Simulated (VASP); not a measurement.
# TiO2 (P4_2/mnm) in VASP: relaxation of cell and atoms with r2SCAN+rVV10

Aim: the relaxation of cell and atoms of TiO2 with r2SCAN+rVV10.

Program: VASP 6.6.1. These are calculated values, not measurements. Logs are shortened: lines on timing, memory, paths and dates and some standing lists are left out, and cuts for length are marked.

### 1 Starting point

Symmetry: P4_2/mnm, No. 136, tetragonal system. Conventional cell: a = 4.592 Å, b = 4.592 Å, c = 2.957 Å, α = 90.00°, β = 90.00°, γ = 90.00°. Around Ti (site symmetry mmm) lie 6 O at 1.95 to 1.98 Å. Around O (site symmetry m2m) lie 3 Ti at 1.95 to 1.98 Å.

### 2 Relaxation of cell and atoms, r2SCAN+rVV10

INCAR

```
PREC = Accurate
ENCUT = 600
EDIFF = 1E-7
ISMEAR = 0
SIGMA = 0.02
LREAL = F
LASPH = T
NELM = 100
ALGO = Normal
ISIF = 3
LWAVE = F
LCHARG = F
METAGGA = R2SCAN
LMIXTAU = T
LUSE_VDW = T
IVDW_NL = 2
BPARAM = 11.95
CPARAM = 0.0093
IBRION = 2
NSW = 90
EDIFFG = -0.005
```

KPOINTS

```
Automatic mesh
0
Gamma
  6 6 10
```

POSCAR

```
TiO2
1.0
    4.5922000000      0.0000000000      0.0000000000
    0.0000000000      4.5922000000      0.0000000000
    0.0000000000      0.0000000000      2.9574000000
Ti O
2 4
Direct
    0.0000000000      0.0000000000      0.0000000000
    0.5000000000      0.5000000000      0.5000000000
    0.3049600000      0.3049600000      0.0000000000
    0.1950400000      0.8049600000      0.5000000000
    0.6950400000      0.6950400000      0.0000000000
    0.8049600000      0.1950400000      0.5000000000
```

Potentials or basis: VASP PAW PBE potentials, release 64 (Ti_sv, O).

On the command line:

```console
$ cat potpaw_PBE.64/Ti_sv/POTCAR potpaw_PBE.64/O/POTCAR > POTCAR
$ mpirun -np 1 vasp_std > vasp.out
```

OUTCAR:

```text
PREC = Accurate
   ENCUT = 600
   EDIFF = 1E-7
   ISMEAR = 0
   LREAL = F
   LASPH = T
   NELM = 100
   ISIF = 3
   METAGGA = R2SCAN
   IVDW_NL = 2
   BPARAM = 11.95
   IBRION = 2
   NSW = 90
   EDIFFG = -0.005

 ion  position               nearest neighbor table
   1  0.000  0.000  0.000-   4 1.95   6 1.95   4 1.95   6 1.95   5 1.98   3 1.98
   2  0.500  0.500  0.500-   3 1.95   5 1.95   3 1.95   5 1.95   4 1.98   6 1.98
   3  0.305  0.305  0.000-   2 1.95   2 1.95   1 1.98
   4  0.195  0.805  0.500-   1 1.95   1 1.95   2 1.98
   5  0.695  0.695  0.000-   2 1.95   2 1.95   1 1.98
   6  0.805  0.195  0.500-   1 1.95   1 1.95   2 1.98

  LATTYP: Found a simple tetragonal cell.
 ALAT       =     4.5922000000
 C/A-ratio  =     0.6440050520

  Lattice vectors:

 A1 = (   4.5922000000,   0.0000000000,   0.0000000000)
 A2 = (   0.0000000000,   4.5922000000,   0.0000000000)
 A3 = (   0.0000000000,   0.0000000000,   2.9574000000)

Analysis of symmetry for initial positions (statically):
=====================================================================
 Subroutine PRICEL returns:
 Original cell was already a primitive cell.

 Routine SETGRP: Setting up the symmetry group for a
 simple tetragonal supercell.

 Subroutine GETGRP returns: Found 16 space group operations
 (whereof  8 operations were pure point group operations)
 out of a pool of 16 trial point group operations.

The static configuration has the point symmetry D_2h.
 The point group associated with its full space group is D_4h.

Analysis of symmetry for dynamics (positions and initial velocities):
=====================================================================
 Subroutine PRICEL returns:
 Original cell was already a primitive cell.

 Routine SETGRP: Setting up the symmetry group for a
 simple tetragonal supercell.

 Subroutine GETGRP returns: Found 16 space group operations
 (whereof  8 operations were pure point group operations)
 out of a pool of 16 trial point group operations.

The dynamic configuration has the point symmetry D_2h.
 The point group associated with its full space group is D_4h.

 Subroutine INISYM returns: Found 16 space group operations
 (whereof  8 operations are pure point group operations),
 and found     1 'primitive' translations

----------------------------------------------------------------------------------------

                                     Primitive cell

  volume of cell :      62.3665

  direct lattice vectors                    reciprocal lattice vectors
     4.592200000  0.000000000  0.000000000     0.217760550  0.000000000  0.000000000
     0.000000000  4.592200000  0.000000000     0.000000000  0.217760550  0.000000000
     0.000000000  0.000000000  2.957400000     0.000000000  0.000000000  0.338134848

  length of vectors
     4.592200000  4.592200000  2.957400000     0.217760550  0.217760550  0.338134848

  position of ions in fractional coordinates (direct lattice)
     0.000000000  0.000000000  0.000000000
     0.500000000  0.500000000  0.500000000
     0.304960000  0.304960000  0.000000000
     0.195040000  0.804960000  0.500000000
     0.695040000  0.695040000  0.000000000
     0.804960000  0.195040000  0.500000000

  ion indices of the primitive-cell ions
   primitive index   ion index
                 1           1
                 2           2
                 3           3
                 4           4
                 5           5
                 6           6

----------------------------------------------------------------------------------------

 KPOINTS: Automatic mesh

Automatic generation of k-mesh.
 Grid dimensions read from file:
 generate k-points for:    6    6   10

 Generating k-lattice:

  Cartesian coordinates                     Fractional coordinates (reciprocal lattice)
     0.036293425  0.000000000  0.000000000     0.166666667  0.000000000  0.000000000
     0.000000000  0.036293425  0.000000000     0.000000000  0.166666667  0.000000000
     0.000000000  0.000000000  0.033813485     0.000000000  0.000000000  0.100000000

  Length of vectors
     0.036293425  0.036293425  0.033813485

  Shift w.r.t. Gamma in fractional coordinates (k-lattice)
     0.000000000  0.000000000  0.000000000

 Subroutine IBZKPT returns following result:
 ===========================================

 Found     60 irreducible k-points:

 Following reciprocal coordinates:
            Coordinates               Weight
  0.000000  0.000000  0.000000      1.000000
  0.166667  0.000000  0.000000      4.000000
  0.333333  0.000000  0.000000      4.000000
  0.500000  0.000000  0.000000      2.000000
  0.166667  0.166667  0.000000      4.000000
  0.333333  0.166667  0.000000      8.000000
[... 16 lines left out ...]
  0.333333  0.000000  0.200000      8.000000
  0.500000  0.000000  0.200000      4.000000
 [... further k-points ...]
   k-points           NKPTS =     60   k-points in BZ     NKDIM =     60   number of bands    NBANDS=     28
   number of dos      NEDOS =    301   number of ions     NIONS =      6
   total plane-waves  NPLWV =  38400
   dimension x,y,z NGX =    40 NGY =   40 NGZ =   24
   dimension x,y,z NGXF=    80 NGYF=   80 NGZF=   48
   ions per type =               2   4
   NGX,Y,Z   is equivalent  to a cutoff of  14.48, 14.48, 13.49 a.u.
   NGXF,Y,Z  is equivalent  to a cutoff of  28.96, 28.96, 26.98 a.u.
 SYSTEM =  unknown system
   PREC   = accura    normal or accurate (medium, high low for compatibility)
   ISTART =      0    job   : 0-new  1-cont  2-samecut
   ICHARG =      2    charge: 1-file 2-atom 10-const
   ISPIN  =      1    spin polarized calculation?
   LNONCOLLINEAR =      F non collinear calculations
   LSORBIT =      F    spin-orbit coupling
   LASPH  =      T    aspherical Exc in radial PAW
   ENCUT  =  600.0 eV  44.10 Ry    6.64 a.u.   9.17  9.17  5.91*2*pi/ulx,y,z
   NELM   =    100;   NELMIN=  2; NELMDL= -5     # of ELM steps
   EDIFF  = 0.1E-06   stopping-criterion for ELM
   LREAL  =      F    real-space projection
   EDIFFG = -.5E-02   stopping-criterion for IOM
   NSW    =     90    number of steps for IOM
   IBRION =      2    ionic relax: 0-MD 1-quasi-New 2-CG
   NFREE  =      1    steps in history (QN), initial steepest desc. (CG)
   ISIF   =      3    stress and relaxation
   ISYM   =      2    0-nonsym 1-usesym 2-fastsym
   POTIM  = 0.5000    time-step for ionic-motion
   TEBEG  =    0.0;   TEEND  =   0.0 temperature during run
   PSTRESS=    0.0 pullay stress
   NELECT =      48.0000    total number of electrons
   NUPDOWN=      -1.0000    fix difference up-down
   EMIN   =  10.00;   EMAX   =-10.00  energy-range for DOS
   EFERMI =   0.00;   METHOD = LEGACY
   ISMEAR =     0;   SIGMA  =   0.02  broadening in eV -4-tet -1-fermi 0-gaus
   EFERMI_NEDOS =   21; number of points for ismear=-14 and -15
   IALGO  =     38    algorithm
   IMIX   =      4    mixing-type and parameters
     AMIX     =   0.40;   BMIX     =  1.00
     AMIX_MAG =   1.60;   BMIX_MAG =  1.00
  volume/ion in A,a.u.               =      10.39        70.15
  Fermi-wavevector in a.u.,A,eV,Ry     =   1.500277  2.835112 30.624403  2.250830
  Thomas-Fermi vector in A             =   2.611798
   LORBIT       =      0    0 simple, 1 ext, 2 COOP (PROOUT), +10 PAW based schemes
   METAGGA = R2SCAN    functional components
   LHFCALC =     F    Hartree Fock is set to
   AEXX    =    0.0000 exact exchange contribution
   IVDW_NL    =     2    kernel type
   BPARAM     =11.9500
   IVDW    =     0    specifies the selected vdW correction
   LEPSILON=     F    determine dielectric tensor
   LRPA    =     F    only Hartree local field effects (RPA)
 conjugate gradient relaxation of ions
 non-spin polarized calculation
 Gauss-broadening in eV      SIGMA  =   0.02
  energy-cutoff  :      600.00
  volume of cell :       62.37
 maximum number of plane-waves:      2102
 NGX is ok and might be reduce to    40
   NGX = 19   NGY = 19   NGZ = 11

--------------------------------------- Ionic step        1  -------------------------------------------

 number of electron      47.9999989 magnetization

 Free energy of the ion-electron system (eV)
  ---------------------------------------------------
  ext. energy  EPLUGINS =         0.00000000
  ---------------------------------------------------
  free energy    TOTEN  =       -68.58664474 eV

  energy without entropy =      -68.58664474  energy(sigma->0) =      -68.58664474

------------------------ aborting loop because EDIFF is reached ----------------------------------------

  FORCE on cell =-STRESS in cart. coord.  units (eV):
  Direction    XX          YY          ZZ          XY          YZ          ZX
  --------------------------------------------------------------------------------------
  -------------------------------------------------------------------------------------
  Total       -0.0956158     -0.0956158      0.0231014     -0.0000000      0.0000000      0.0000000
  in kB       -2.4563413     -2.4563413      0.5934673     -0.0000000      0.0000000      0.0000000
  external PRESSURE =      -1.4397385 kB  Pullay stress =       0.0000000 kB
[... 145 lines left out ...]
  energy  without entropy=      -68.5876112095  energy(sigma->0) =      -68.58761121

--------------------------------------- Ionic step        5  -------------------------------------------

 number of electron      47.9999989 magnetization

 Free energy of the ion-electron system (eV)
  ---------------------------------------------------
  ext. energy  EPLUGINS =         0.00000000
  ---------------------------------------------------
  free energy    TOTEN  =       -68.58761668 eV

  energy without entropy =      -68.58761668  energy(sigma->0) =      -68.58761668

 E-fermi :   4.6804     XC(G=0): -12.2353

 val. band max:        4.5783781593   @ k =   0.0000   0.0000   0.0000
 cond. band min:       6.7926119943   @ k =   0.0000   0.0000   0.0000
 fundamental gap:      2.2142338350
 Fermi energy:         4.6803912479

 k-point     1 :       0.0000    0.0000    0.0000
  band No.  band energies     occupation
      1     -54.5604      2.00000
      2     -54.5421      2.00000
      3     -29.8319      2.00000
      4     -29.8319      2.00000
      5     -29.6519      2.00000
      6     -29.6519      2.00000
[... 733 lines left out ...]
     27       8.0739      0.00000
     28       8.0739      0.00000

 [... further k-points ...]

------------------------ aborting loop because EDIFF is reached ----------------------------------------

  FORCE on cell =-STRESS in cart. coord.  units (eV):
  Direction    XX          YY          ZZ          XY          YZ          ZX
  --------------------------------------------------------------------------------------
  -------------------------------------------------------------------------------------
  Total        0.0126294      0.0126294      0.0248160     -0.0000000      0.0000000      0.0000000
  in kB        0.3250170      0.3250170      0.6386384     -0.0000000      0.0000000      0.0000000
  external PRESSURE =       0.4295575 kB  Pullay stress =       0.0000000 kB
[... 21 lines left out ...]
  FREE ENERGIE OF THE ION-ELECTRON SYSTEM (eV)
  ---------------------------------------------------
  free  energy   TOTEN  =       -68.5876166793 eV

  energy  without entropy=      -68.5876166793  energy(sigma->0) =      -68.58761668

 reached required accuracy - stopping structural energy minimisation
```

It took 11 min on 1 thread of Intel Xeon 6975P-C (Granite Rapids), shared host; peak memory 0.42 GiB.

Results:

```yaml
Free_energy: -68.5876 eV
Relaxed_volume: 10.38 Å³/atom
Relaxed_cell: a = 4.588 Å, b = 4.588 Å, c = 2.958 Å, α = 90.00°, β = 90.00°, γ = 90.00°
Space_group_after_relaxing_to_0.05_Å: P4_2/mnm (No. 136)
Energy_gained_by_relaxing: 0.2 meV/atom
Ionic_steps: 5
Pressure_after_relaxing: 0.0 GPa
Band_gap_on_the_k_mesh: 2.21 eV, direct
```

The path:
| step | energy change (eV) | largest force (eV/Å) | pressure (GPa) | volume (Å³) |
| --- | --- | --- | --- | --- |
| 1 | 0.0000 | 0.0946 | -0.14 | 62.37 |
| 2 | -0.0010 | 0.0005 | -0.07 | 62.28 |
| 3 | -0.0010 | 0.0014 | -0.07 | 62.28 |
| 4 | -0.0010 | 0.0022 | 0.09 | 62.24 |
| 5 | -0.0010 | 0.0001 | 0.04 | 62.26 |

Final structure:
```xyz
6
Lattice="4.5879 0.0000 0.0000 0.0000 4.5879 0.0000 0.0000 0.0000 2.9578" Properties=species:S:1:pos:R:3 pbc="T T T"
Ti    0.0000    0.0000    0.0000
Ti    2.2939    2.2939    1.4789
O     1.3958    1.3958    0.0000
O     0.8981    3.6898    1.4789
O     3.1921    3.1921    0.0000
O     3.6898    0.8981    1.4789
```

Levels at points of the mesh, in eV from the valence-band top:
| k point | band 21 | band 22 | band 23 | band 24 | band 25 | band 26 | band 27 | band 28 |
| --- | --- | --- | --- | --- | --- | --- | --- | --- |
| (0.00, 0.00, 0.00) | -0.78 | -0.50 | -0.50 | 0.00 | 2.21 | 2.53 | 2.76 | 2.87 |
| (0.50, 0.00, 0.00) | -1.74 | -1.74 | -0.78 | -0.78 | 2.90 | 2.90 | 3.41 | 3.41 |
| (0.50, 0.50, 0.00) | -1.41 | -1.41 | -1.15 | -1.15 | 2.25 | 2.25 | 2.89 | 2.89 |
| (0.00, 0.00, 0.50) | -2.45 | -2.45 | -1.49 | -1.49 | 3.34 | 3.34 | 3.57 | 3.57 |
| (0.50, 0.00, 0.50) | -2.09 | -2.09 | -1.11 | -1.11 | 2.28 | 2.28 | 3.60 | 3.60 |
| (0.50, 0.50, 0.50) | -1.34 | -1.34 | -0.72 | -0.72 | 2.96 | 2.96 | 3.59 | 3.59 |

Caveat: the PAW data sets were made with another functional, which shifts forces and pressure a little.
